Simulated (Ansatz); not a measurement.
# AlN (P6_3mc): the host for defect calculations, part 3 of 4

Aim: the runs on the perfect crystal AlN (P6_3mc) that a defect calculation needs first.

Ansatz 0.2.0; plane-wave PAW DFT, PBEsol; relaxation of the host's cell and atoms; PAW set soft_1 (the session's first sound run).

So far: Set-up; Host cell relaxation; Defect free supercell relaxed in its symmetry.

## (4) Defect free supercell relaxed from displaced atoms

This step: plane-wave PAW DFT, PBEsol; relaxation of the defect-free supercell from random displacements, a test of the host's stability; PAW set soft_1 (Ansatz 0.2.0).

pristine.rattled/input.yaml

```yaml
crystal:
  lattice:
    - [9.3408219414, 8.62e-08, 0.0]
    - [-4.6704110453, 8.0893890504, 0.0]
    - [0.0, 0.0, 9.9673533283]
  atoms:
    - { symbol: Al, position: [0.2222222222, 0.1111111111, 0.2495170802] }
    - { symbol: Al, position: [0.1111111111, 0.2222222222, 0.4995170802] }
    - { symbol: "N", position: [0.2222222222, 0.1111111111, 0.4404829198] }
    - { symbol: "N", position: [0.1111111111, 0.2222222222, 0.1904829198] }
    - { symbol: Al, position: [0.2222222222, 0.1111111111, 0.7495170802] }
    - { symbol: Al, position: [0.1111111111, 0.2222222222, 0.9995170802] }
    - { symbol: "N", position: [0.2222222222, 0.1111111111, 0.9404829198] }
    - { symbol: "N", position: [0.1111111111, 0.2222222222, 0.6904829198] }
    - { symbol: Al, position: [0.2222222222, 0.4444444444, 0.2495170802] }
    - { symbol: Al, position: [0.1111111111, 0.5555555556, 0.4995170802] }
    - { symbol: "N", position: [0.2222222222, 0.4444444444, 0.4404829198] }
    - { symbol: "N", position: [0.1111111111, 0.5555555556, 0.1904829198] }
    - { symbol: Al, position: [0.2222222222, 0.4444444444, 0.7495170802] }
    - { symbol: Al, position: [0.1111111111, 0.5555555556, 0.9995170802] }
    - { symbol: "N", position: [0.2222222222, 0.4444444444, 0.9404829198] }
    - { symbol: "N", position: [0.1111111111, 0.5555555556, 0.6904829198] }
    - { symbol: Al, position: [0.2222222222, 0.7777777778, 0.2495170802] }
    - { symbol: Al, position: [0.1111111111, 0.8888888889, 0.4995170802] }
    - { symbol: "N", position: [0.2222222222, 0.7777777778, 0.4404829198] }
    - { symbol: "N", position: [0.1111111111, 0.8888888889, 0.1904829198] }
    - { symbol: Al, position: [0.2222222222, 0.7777777778, 0.7495170802] }
    - { symbol: Al, position: [0.1111111111, 0.8888888889, 0.9995170802] }
    - { symbol: "N", position: [0.2222222222, 0.7777777778, 0.9404829198] }
    - { symbol: "N", position: [0.1111111111, 0.8888888889, 0.6904829198] }
    - { symbol: Al, position: [0.5555555556, 0.1111111111, 0.2495170802] }
    - { symbol: Al, position: [0.4444444444, 0.2222222222, 0.4995170802] }
    - { symbol: "N", position: [0.5555555556, 0.1111111111, 0.4404829198] }
    - { symbol: "N", position: [0.4444444444, 0.2222222222, 0.1904829198] }
    - { symbol: Al, position: [0.5555555556, 0.1111111111, 0.7495170802] }
    - { symbol: Al, position: [0.4444444444, 0.2222222222, 0.9995170802] }
    - { symbol: "N", position: [0.5555555556, 0.1111111111, 0.9404829198] }
    - { symbol: "N", position: [0.4444444444, 0.2222222222, 0.6904829198] }
    - { symbol: Al, position: [0.5555555556, 0.4444444444, 0.2495170802] }
    - { symbol: Al, position: [0.4444444444, 0.5555555556, 0.4995170802] }
    - { symbol: "N", position: [0.5555555556, 0.4444444444, 0.4404829198] }
    - { symbol: "N", position: [0.4444444444, 0.5555555556, 0.1904829198] }
    - { symbol: Al, position: [0.5555555556, 0.4444444444, 0.7495170802] }
    - { symbol: Al, position: [0.4444444444, 0.5555555556, 0.9995170802] }
    - { symbol: "N", position: [0.5555555556, 0.4444444444, 0.9404829198] }
    - { symbol: "N", position: [0.4444444444, 0.5555555556, 0.6904829198] }
    - { symbol: Al, position: [0.5555555556, 0.7777777778, 0.2495170802] }
    - { symbol: Al, position: [0.4444444444, 0.8888888889, 0.4995170802] }
    - { symbol: "N", position: [0.5555555556, 0.7777777778, 0.4404829198] }
    - { symbol: "N", position: [0.4444444444, 0.8888888889, 0.1904829198] }
    - { symbol: Al, position: [0.5555555556, 0.7777777778, 0.7495170802] }
    - { symbol: Al, position: [0.4444444444, 0.8888888889, 0.9995170802] }
    - { symbol: "N", position: [0.5555555556, 0.7777777778, 0.9404829198] }
    - { symbol: "N", position: [0.4444444444, 0.8888888889, 0.6904829198] }
    - { symbol: Al, position: [0.8888888889, 0.1111111111, 0.2495170802] }
    - { symbol: Al, position: [0.7777777778, 0.2222222222, 0.4995170802] }
    - { symbol: "N", position: [0.8888888889, 0.1111111111, 0.4404829198] }
    - { symbol: "N", position: [0.7777777778, 0.2222222222, 0.1904829198] }
    - { symbol: Al, position: [0.8888888889, 0.1111111111, 0.7495170802] }
    - { symbol: Al, position: [0.7777777778, 0.2222222222, 0.9995170802] }
    - { symbol: "N", position: [0.8888888889, 0.1111111111, 0.9404829198] }
    - { symbol: "N", position: [0.7777777778, 0.2222222222, 0.6904829198] }
    - { symbol: Al, position: [0.8888888889, 0.4444444444, 0.2495170802] }
    - { symbol: Al, position: [0.7777777778, 0.5555555556, 0.4995170802] }
    - { symbol: "N", position: [0.8888888889, 0.4444444444, 0.4404829198] }
    - { symbol: "N", position: [0.7777777778, 0.5555555556, 0.1904829198] }
    - { symbol: Al, position: [0.8888888889, 0.4444444444, 0.7495170802] }
    - { symbol: Al, position: [0.7777777778, 0.5555555556, 0.9995170802] }
    - { symbol: "N", position: [0.8888888889, 0.4444444444, 0.9404829198] }
    - { symbol: "N", position: [0.7777777778, 0.5555555556, 0.6904829198] }
    - { symbol: Al, position: [0.8888888889, 0.7777777778, 0.2495170802] }
    - { symbol: Al, position: [0.7777777778, 0.8888888889, 0.4995170802] }
    - { symbol: "N", position: [0.8888888889, 0.7777777778, 0.4404829198] }
    - { symbol: "N", position: [0.7777777778, 0.8888888889, 0.1904829198] }
    - { symbol: Al, position: [0.8888888889, 0.7777777778, 0.7495170802] }
    - { symbol: Al, position: [0.7777777778, 0.8888888889, 0.9995170802] }
    - { symbol: "N", position: [0.8888888889, 0.7777777778, 0.9404829198] }
    - { symbol: "N", position: [0.7777777778, 0.8888888889, 0.6904829198] }
basis:
  ecutwfc: 420
  xc_grid: 2
hamiltonian:
  xc: pbesol
  pseudopotentials: { kind: paw, azcp: { folder: soft_1 }, xc_functional: pbe }
kpoints:
  mp_grid: { grid: [1, 1, 1] }
scf:
  occupations: { method: fermi_dirac, width: 0.01 }
  max_iter: 100
  lower_state_search: "off"
output:
  forces: true
relax:
  f_tol: 0.015
  max_steps: 120
  random_displacement: { amplitude: 0.06, seed: 8799 }
checkpoint:
  write: "../pristine.rattled.run"
  compress: false
  write_wavefunctions: false
  write_every: 100000
```

Command:

```bash
$ ansatz run input.yaml --threads 8 --pin off --max-ram 18841MiB --backend cpu --events-out ev --progress --plain --runs-dir out
```

Numbers of over 12 decimals in the logs are rounded to 6 here.

Log:

```text
[...]
Crystal: 72 atoms, lattice volume = 753.149 Å³
Basis set: ecut = 420 eV, 14757 PW (Γ), exchange–correlation on 128×128×144 points (8 copies of the dense FFT grid, shifted against one another)
Bands: 216, of which v1, the nominal top of the filled ones, is band 144 counted from 1 (143 counted from 0)
Symmetry: 1 space group operations
k-points: 1
[...]
SCF iter   1: F=—  HF=-32659.965089 eV  |F-HF|=—  |Δ(HF+E_count)|=         —  Δρ=1.33e-1  dr2=1.64e2  ethr=3.10e-3  ⟨swp⟩=6.0  Hψ=957  notcnv=0  defer=7
[...]
SCF iter   9: F=-32608.806207 eV  HF=-32608.806207 eV  |F-HF|=6.16e-9  |Δ(HF+E_count)|=   3.67e-6  Δρ=4.11e-6  dr2=7.82e-8  ethr=1.95e-9  ⟨swp⟩=2.0  Hψ=586  notcnv=0
SCF 1 converged in 9 iterations: F = -32608.806207 eV  dr2 = 7.82e-8
[...]
relax step   1: F+E_penalty+E_count = -32608.80620659 eV  Δ(F+E_penalty+E_count) = +0.000e0 eV  max|allowed force component| = 2.078e0 eV/Å  Δτ_max = 0.0000 Å  (9 SCF iters, dr2 threshold 5.63e-6 eV, accepted)
[...]
relax step   2: F+E_penalty+E_count = -32610.56957512 eV  Δ(F+E_penalty+E_count) = -1.763e0 eV  max|allowed force component| = 1.169e0 eV/Å  Δτ_max = 0.0608 Å  (6 SCF iters, dr2 threshold 1.00e-4 eV, accepted)
relax step   3: F+E_penalty+E_count = -32611.23681776 eV  Δ(F+E_penalty+E_count) = -6.672e-1 eV  max|allowed force component| = 2.026e-2 eV/Å  Δτ_max = 0.0499 Å  (5 SCF iters, dr2 threshold 8.54e-5 eV, accepted)
relax step   4: F+E_penalty+E_count = -32611.23682424 eV  Δ(F+E_penalty+E_count) = -6.483e-6 eV  max|allowed force component| = 2.029e-2 eV/Å  Δτ_max = 0.0000 Å  (4 SCF iters, accepted)
SCF iter   1: F=—  HF=-32611.237499 eV  |F-HF|=—  |Δ(HF+E_count)|=         —  Δρ=9.61e-5  dr2=7.44e-5  ethr=4.78e-7  ⟨swp⟩=2.0  Hψ=400  notcnv=0  defer=63
[...]
SCF iter   4: F=-32611.236961 eV  HF=-32611.236961 eV  |F-HF|=1.87e-8  |Δ(HF+E_count)|=   4.86e-7  Δρ=4.02e-6  dr2=8.42e-8  ethr=3.47e-11  ⟨swp⟩=3.0  Hψ=659  notcnv=0
SCF 5 converged in 4 iterations: F = -32611.236961 eV  dr2 = 8.42e-8
relax step   5: F+E_penalty+E_count = -32611.23696148 eV  Δ(F+E_penalty+E_count) = -1.372e-4 eV  max|allowed force component| = 1.991e-4 eV/Å  Δτ_max = 0.0011 Å  (4 SCF iters, accepted)
SCF converged after 4 iterations
Free energy (F): -32611.236961 eV
[...]
Internal energy: -32611.236961 eV  (E = F + TS)
E sigma→0 (E₀):  -32611.236961 eV
Fermi energy:    9.136733 eV
[...]
--- Forces (eV/Å), atoms counted from 1 ---
  atom   1  Al    -0.00001041     0.00004135    -0.00006487
  atom   2  Al    -0.00014131     0.00000211    -0.00002735
  atom   3  N     -0.00001006    -0.00012219    -0.00010211
  atom   4  N     -0.00000492    -0.00008064    -0.00001575
  atom   5  Al    -0.00000037     0.00005044     0.00010298
  atom   6  Al     0.00010637    -0.00000420    -0.00004392
  atom   7  N      0.00000420     0.00000570    -0.00007987
  atom   8  N      0.00002760     0.00004812    -0.00007167
  atom   9  Al    -0.00000495     0.00005993     0.00005402
  atom  10  Al     0.00010684    -0.00005304    -0.00007306
  atom  11  N      0.00012999    -0.00001435     0.00011247
  atom  12  N      0.00007988    -0.00011307    -0.00014977
  atom  13  Al    -0.00003972    -0.00005895    -0.00010718
  atom  14  Al    -0.00012049     0.00009758    -0.00001663
  atom  15  N      0.00007813     0.00001248     0.00001988
  atom  16  N     -0.00002115    -0.00002663    -0.00003311
  atom  17  Al    -0.00002094    -0.00008437    -0.00007074
  atom  18  Al     0.00002305     0.00005947     0.00014337
  atom  19  N     -0.00002403    -0.00010193    -0.00011081
  atom  20  N      0.00002139     0.00011424     0.00008890
  atom  21  Al     0.00005841    -0.00008921     0.00015222
  atom  22  Al     0.00002254    -0.00003799     0.00006179
  atom  23  N      0.00006231     0.00000189     0.00004481
  atom  24  N      0.00000619    -0.00013143    -0.00001155
  atom  25  Al     0.00003448     0.00004301     0.00006006
  atom  26  Al     0.00010591     0.00004869     0.00001913
  atom  27  N     -0.00013426    -0.00003981    -0.00009263
  atom  28  N      0.00000516    -0.00006762    -0.00000369
  atom  29  Al    -0.00007836    -0.00004098    -0.00005484
  atom  30  Al    -0.00019278     0.00004081    -0.00009874
  atom  31  N     -0.00000160     0.00004490    -0.00009246
  atom  32  N     -0.00012154     0.00006042     0.00001045
  atom  33  Al    -0.00000957     0.00007237    -0.00009829
  atom  34  Al    -0.00015370     0.00006732     0.00006676
  atom  35  N     -0.00006016    -0.00004518    -0.00013588
  atom  36  N      0.00009923     0.00012935    -0.00002069
  atom  37  Al    -0.00006666     0.00004221     0.00010013
  atom  38  Al    -0.00004130    -0.00006783     0.00007502
  atom  39  N     -0.00005235     0.00005030    -0.00006542
  atom  40  N     -0.00000618    -0.00007136    -0.00007818
[...]
atom  61  Al    -0.00003790    -0.00010064    -0.00012070
  atom  62  Al     0.00016724     0.00002382    -0.00001330
  atom  63  N     -0.00013442    -0.00008094     0.00003039
  atom  64  N      0.00011102     0.00000659    -0.00010664
  atom  65  Al     0.00002365    -0.00009613     0.00007173
  atom  66  Al    -0.00002371     0.00010369     0.00012671
  atom  67  N      0.00007366    -0.00001857    -0.00011676
  atom  68  N      0.00011036     0.00006172    -0.00003688
  atom  69  Al     0.00009791    -0.00003919     0.00017262
  atom  70  Al     0.00016134    -0.00002745     0.00011409
  atom  71  N     -0.00012269    -0.00000871    -0.00002597
  atom  72  N     -0.00007681     0.00006006    -0.00009488
  max |Σ_I F_I| component: 1.62e-4 eV/Å
--- Relaxed structure (5 steps of the walk, 5 accepted, 0 SCFs on fresh bases) ---
  F+E_penalty+E_count = -32611.23696148 eV   max|allowed force component| = 1.991e-4 eV/Å
  atoms:
    - { symbol: Al, position: [0.222738, 0.111446, 0.248579] }
    - { symbol: Al, position: [0.111629, 0.222559, 0.498580] }
    - { symbol: N, position: [0.222739, 0.111448, 0.440165] }
    - { symbol: N, position: [0.111627, 0.222558, 0.190165] }
    - { symbol: Al, position: [0.222740, 0.111447, 0.748579] }
    - { symbol: Al, position: [0.111628, 0.222558, 0.998580] }
    - { symbol: N, position: [0.222741, 0.111447, 0.940165] }
    - { symbol: N, position: [0.111629, 0.222559, 0.690165] }
    - { symbol: Al, position: [0.222737, 0.444780, 0.248579] }
    - { symbol: Al, position: [0.111627, 0.555892, 0.498580] }
    - { symbol: N, position: [0.222738, 0.444781, 0.440164] }
    - { symbol: N, position: [0.111627, 0.555892, 0.190166] }
    - { symbol: Al, position: [0.222740, 0.444782, 0.748580] }
    - { symbol: Al, position: [0.111630, 0.555892, 0.998581] }
    - { symbol: N, position: [0.222739, 0.444780, 0.940165] }
    - { symbol: N, position: [0.111629, 0.555892, 0.690165] }
    - { symbol: Al, position: [0.222740, 0.778115, 0.248580] }
    - { symbol: Al, position: [0.111627, 0.889225, 0.498578] }
    - { symbol: N, position: [0.222740, 0.778115, 0.440166] }
    - { symbol: N, position: [0.111627, 0.889223, 0.190164] }
    - { symbol: Al, position: [0.222740, 0.778115, 0.748578] }
    - { symbol: Al, position: [0.111629, 0.889225, 0.998578] }
    - { symbol: N, position: [0.222740, 0.778114, 0.940163] }
    - { symbol: N, position: [0.111628, 0.889226, 0.690164] }
    - { symbol: Al, position: [0.556072, 0.111445, 0.248579] }
    - { symbol: Al, position: [0.444961, 0.222556, 0.498580] }
    - { symbol: N, position: [0.556074, 0.111447, 0.440165] }
    - { symbol: N, position: [0.444961, 0.222557, 0.190166] }
    - { symbol: Al, position: [0.556074, 0.111446, 0.748580] }
    - { symbol: Al, position: [0.444963, 0.222557, 0.998581] }
    - { symbol: N, position: [0.556074, 0.111446, 0.940165] }
    - { symbol: N, position: [0.444962, 0.222556, 0.690164] }
    - { symbol: Al, position: [0.556071, 0.444778, 0.248581] }
    - { symbol: Al, position: [0.444961, 0.555890, 0.498579] }
    - { symbol: N, position: [0.556072, 0.444779, 0.440166] }
    - { symbol: N, position: [0.444959, 0.555888, 0.190164] }
    - { symbol: Al, position: [0.556072, 0.444778, 0.748579] }
    - { symbol: Al, position: [0.444962, 0.555890, 0.998579] }
    - { symbol: N, position: [0.556072, 0.444778, 0.940164] }
    - { symbol: N, position: [0.444962, 0.555891, 0.690165] }
    - { symbol: Al, position: [0.556071, 0.778111, 0.248577] }
    - { symbol: Al, position: [0.444963, 0.889225, 0.498580] }
    - { symbol: N, position: [0.556072, 0.778112, 0.440163] }
    - { symbol: N, position: [0.444961, 0.889223, 0.190163] }
    - { symbol: Al, position: [0.556074, 0.778113, 0.748580] }
    - { symbol: Al, position: [0.444963, 0.889224, 0.998578] }
    - { symbol: N, position: [0.556074, 0.778112, 0.940165] }
    - { symbol: N, position: [0.444962, 0.889223, 0.690164] }
    - { symbol: Al, position: [0.889405, 0.111447, 0.248580] }
    - { symbol: Al, position: [0.778295, 0.222560, 0.498580] }
    - { symbol: N, position: [0.889406, 0.111448, 0.440165] }
    - { symbol: N, position: [0.778293, 0.222557, 0.190164] }
    - { symbol: Al, position: [0.889407, 0.111447, 0.748579] }
    - { symbol: Al, position: [0.778296, 0.222558, 0.998580] }
    - { symbol: N, position: [0.889407, 0.111447, 0.940164] }
    - { symbol: N, position: [0.778296, 0.222560, 0.690165] }
    - { symbol: Al, position: [0.889404, 0.444779, 0.248579] }
    - { symbol: Al, position: [0.778293, 0.555892, 0.498580] }
    - { symbol: N, position: [0.889405, 0.444781, 0.440164] }
    - { symbol: N, position: [0.778292, 0.555889, 0.190164] }
    - { symbol: Al, position: [0.889408, 0.444782, 0.748581] }
    - { symbol: Al, position: [0.778294, 0.555891, 0.998579] }
    - { symbol: N, position: [0.889408, 0.444781, 0.940166] }
    - { symbol: N, position: [0.778295, 0.555892, 0.690166] }
    - { symbol: Al, position: [0.889404, 0.778113, 0.248578] }
    - { symbol: Al, position: [0.778294, 0.889224, 0.498578] }
    - { symbol: N, position: [0.889405, 0.778114, 0.440164] }
    - { symbol: N, position: [0.778293, 0.889224, 0.190164] }
    - { symbol: Al, position: [0.889406, 0.778115, 0.748578] }
    - { symbol: Al, position: [0.778296, 0.889225, 0.998578] }
    - { symbol: N, position: [0.889407, 0.778114, 0.940164] }
    - { symbol: N, position: [0.778296, 0.889225, 0.690164] }
```

Run time: 7.3 s. Hardware: 8 threads of Arm Neoverse V2, shared host; peak memory 0.85 GiB.

Step by step:

| step | energy less that of the first step (eV) | largest force component (eV/Å) |
| --- | --- | --- |
| 1 | 0.0000 | 2.0779 |
| 2 | -1.7634 | 1.1692 |
| 3 | -2.4306 | 0.0203 |
| 4 | -2.4306 | 0.0203 |
| 5 | -2.4308 | 0.0002 |

The relaxation ends 34 meV an atom lower than the displaced start, with a largest force component of 2.0e-4 eV/Å.

## (5) Host on a dense mesh

This step: plane-wave PAW DFT, PBEsol; single point of the defect-free host, a test of the k-point sampling; PAW set soft_1 (Ansatz 0.2.0).

System of this step: AlN (P6_3mc). It takes space group P6_3mc (No. 186, hexagonal). The conventional cell has a = 3.114 Å, b = 3.114 Å, c = 4.984 Å, α = 90.00°, β = 90.00°, γ = 120.00°. Nearest to Al lie 4 N at 1.89 to 1.90 Å. Nearest to N lie 4 Al at 1.89 to 1.90 Å. Farther neighbours and most contacts between anions are not listed.

dense/input.yaml

```yaml
crystal:
  lattice:
    - [3.1136073138, 2.87e-08, 0.0]
    - [-1.5568036818, 2.6964630168, 0.0]
    - [0.0, 0.0, 4.9836766641]
  atoms:
    - { symbol: Al, position: [0.6666666667, 0.3333333333, 0.4990341603] }
    - { symbol: Al, position: [0.3333333333, 0.6666666667, 0.9990341603] }
    - { symbol: "N", position: [0.6666666667, 0.3333333333, 0.8809658397] }
    - { symbol: "N", position: [0.3333333333, 0.6666666667, 0.3809658397] }
basis:
  ecutwfc: 420
  xc_grid: 2
hamiltonian:
  xc: pbesol
  pseudopotentials: { kind: paw, azcp: { folder: soft_1 }, xc_functional: pbe }
kpoints:
  mp_grid: { grid: [10, 10, 6] }
scf:
  occupations: { method: fermi_dirac, width: 0.01 }
  max_iter: 100
  lower_state_search: "off"
checkpoint:
  write: "../dense.run"
  compress: false
  write_wavefunctions: false
  write_every: 100000
```

Log:

```text
[...]
Crystal: 4 atoms, lattice volume = 41.842 Å³
Basis set: ecut = 420 eV, 809 PW (Γ), exchange–correlation on 48×48×72 points (8 copies of the dense FFT grid, shifted against one another)
Bands: 12, of which v1, the nominal top of the filled ones, is band 8 counted from 1 (7 counted from 0)
Symmetry: 12 space group operations
[...]
k-points: 56 of 600 (time reversal used)
[...]
SCF iter   1: F=—  HF=-1814.635163 eV  |F-HF|=—  |Δ(HF+E_count)|=         —  Δρ=1.30e-1  dr2=8.74e0  ethr=3.10e-3  ⟨swp⟩=5.8  Hψ=4231  notcnv=0
[...]
SCF iter   6: F=-1811.925428 eV  HF=-1811.925428 eV  |F-HF|=7.72e-9  |Δ(HF+E_count)|=   3.39e-8  Δρ=5.22e-6  dr2=1.00e-8  ethr=6.25e-10  ⟨swp⟩=2.0  Hψ=1346  notcnv=0
SCF 1 converged in 6 iterations: F = -1811.925428 eV  dr2 = 1.00e-8
[...]
SCF converged after 6 iterations
Free energy (F): -1811.925428 eV
[...]
Internal energy: -1811.925428 eV  (E = F + TS)
E sigma→0 (E₀):  -1811.925428 eV
Fermi energy:    9.081931 eV
[...]
```

The job ended after 0.38 s (8 threads; peak memory 0.33 GiB; 2 s of CPU time).

In the SCF lines HF is the Harris–Foulkes energy and dr2 the Hartree energy of the density residual, in eV; the loop may stop once dr2 is under the threshold and the program's other checks hold. Hψ counts applications of the Hamiltonian.

## (6) Defect free supercell at the zone centre

The supercell is run at the zone centre, to see how far that sampling misses the dense mesh.

System of this step: AlN (P6_3mc). The cell holds 72 atoms: 36 Al and 36 N. Its edges and angles: a = 9.341 Å, b = 9.341 Å, c = 9.967 Å, α = 90.0°, β = 90.0°, γ = 120.0°.

pristine.sampling_gamma/input.yaml, as its differences from pristine.rattled/input.yaml of step 4:

```diff
@@ -90,10 +90,4 @@
   lower_state_search: "off"
-output:
-  forces: true
-relax:
-  f_tol: 0.015
-  max_steps: 120
-  random_displacement: { amplitude: 0.06, seed: 8799 }
 checkpoint:
-  write: "../pristine.rattled.run"
+  write: "../pristine.sampling_gamma.run"
   compress: false
```

Log:

```text
[...]
Crystal: 72 atoms, lattice volume = 753.149 Å³
Basis set: ecut = 420 eV, 14757 PW (Γ), exchange–correlation on 128×128×144 points (8 copies of the dense FFT grid, shifted against one another)
Bands: 216, of which v1, the nominal top of the filled ones, is band 144 counted from 1 (143 counted from 0)
Symmetry: 216 space group operations
[...]
k-points: 1
[...]
SCF iter   1: F=—  HF=-32661.864535 eV  |F-HF|=—  |Δ(HF+E_count)|=         —  Δρ=1.32e-1  dr2=1.62e2  ethr=3.10e-3  ⟨swp⟩=6.0  Hψ=953  notcnv=0  defer=6
[...]
SCF iter   5: F=—  HF=-32611.228572 eV  |F-HF|=—  |Δ(HF+E_count)|=   7.04e-3  Δρ=2.48e-4  dr2=4.37e-4  ethr=4.35e-6  ⟨swp⟩=2.0  Hψ=260  notcnv=0  defer=18
automatic band count: iteration 5 solves 166 bands in place of 216: the levels show a gap, and the empty bands left out lie too high to hold charge; the band table lists the bands solved (type scf.n_extra_bands for more)
SCF iter   6: F=—  HF=-32611.228668 eV  |F-HF|=—  |Δ(HF+E_count)|=   9.64e-5  Δρ=3.67e-5  dr2=9.32e-6  ethr=1.52e-7  ⟨swp⟩=2.0  Hψ=272  notcnv=0  defer=18
[...]
SCF iter   8: F=-32611.228588 eV  HF=-32611.228588 eV  |F-HF|=5.17e-10  |Δ(HF+E_count)|=   2.40e-8  Δρ=4.78e-7  dr2=1.34e-9  ethr=3.47e-11  ⟨swp⟩=2.0  Hψ=314  notcnv=0
SCF 1 converged in 8 iterations: F = -32611.228588 eV  dr2 = 1.34e-9
[...]
SCF converged after 8 iterations
Free energy (F): -32611.228588 eV
[...]
Internal energy: -32611.228588 eV  (E = F + TS)
E sigma→0 (E₀):  -32611.228588 eV
Fermi energy:    9.126462 eV
[...]
```

It took 1.3 s on 8 threads; peak memory 0.82 GiB.

(Part 3 of 4 ends here.)

[Logs are printed without paths, hosts, clocks, repeated set-up lines and the standing remarks that a program may print on its own settings, such as how far it seeks lower states.]

[Hosts, paths, dates, database ids (printed as entryN), source tags and the programs' standing remarks are cut or masked in the printed files.]

[Runs of the host that timed out are not shown.]

[For some hosts the program warned that the k-mesh of the response run may be too coarse for force constants and the static dielectric constant; such warnings are not always shown.]
